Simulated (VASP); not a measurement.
A calculation with VASP 6.6.1 of KBr (ASE script, structure typed inline):

run.py

```python
from ase import Atoms
from ase.calculators.vasp import Vasp
from ase.dft.bandgap import bandgap

atoms = Atoms(
    ['Br', 'K'],
    cell=[[4.043499, 0.0, 0.0], [0.0, 4.043499, 0.0], [0.0, 0.0, 4.043499]],
    scaled_positions=[[0.5, 0.5, 0.5], [0.0, 0.0, 0.0]],
    pbc=True,
)
calc = Vasp(
    directory='calc',
    xc='lda',
    pp='LDA',
    setups='materialsproject',
    prec='Accurate',
    encut=520,
    ediff=1e-06,
    ismear=0,
    sigma=0.02,
    lreal=False,
    lasph=True,
    nelm=80,
    algo='Normal',
    isif=2,
    lwave=False,
    lcharg=True,
    lelf=True,
    lvhar=True,
    kpts=[7, 7, 7],
    gamma=True,
    nbands=15,
)
atoms.calc = calc

print('energy (eV):', atoms.get_potential_energy())
print('free energy (eV):', atoms.get_potential_energy(force_consistent=True))
print('forces (eV/A):')
print(atoms.get_forces())
print('stress (eV/A^3, Voigt):', atoms.get_stress())
print('Fermi level (eV):', calc.get_fermi_level())
gap, top, bottom = bandgap(calc)
print('band gap (eV):', gap, 'from (spin, k, band)', top, 'to', bottom)
```

Potentials or basis: VASP PAW LDA potentials, release 64 (Br, K_sv).

Run with:

```bash
$ python run.py
```

Measurements of this composition are mostly on another form, of space group No. 225.

**Question.** Write the same calculation in another form: native input, structure from a POSCAR.

**Answer.** As run:

Contents of INCAR:

```
PREC = Accurate ; ENCUT = 520
EDIFF = 1E-7 ; ISMEAR = 0
SIGMA = 0.02 ; LREAL = False
LASPH = True ; NELM = 60
ALGO = Normal ; ISIF = 2
LWAVE = False ; LCHARG = True
GGA = CA ; LELF = True
LVHAR = True
```

File KPOINTS:

```
regular mesh
0
Gamma
  7 7 7
```

File POSCAR:

```
KBr
1.0
    4.0434990000      0.0000000000      0.0000000000
    0.0000000000      4.0434990000      0.0000000000
    0.0000000000      0.0000000000      4.0434990000
Br K
1 1
Cartesian
    2.0217495000      2.0217495000      2.0217495000
    0.0000000000      0.0000000000      0.0000000000
```

Potentials or basis: VASP PAW LDA potentials, release 64 (Br, K_sv).

Launch:

```sh
$ cat potpaw_LDA.64/Br/POTCAR potpaw_LDA.64/K_sv/POTCAR > POTCAR
$ mpirun -np 1 vasp_std > vasp.out
```

Both were run:

|  | ASE script, structure typed inline | native input, structure from a POSCAR |
| --- | --- | --- |
| Pressure | -2.7 GPa | -2.6 GPa |
| Band gap on the k mesh | 3.51 eV, indirect (least direct gap 3.75 eV) | 3.51 eV, indirect (least direct gap 3.75 eV) |

Keys that steer only the numerical path or the files written may differ.

Caveat: an odd mesh through Γ misses points on the zone boundary, where band edges often lie.
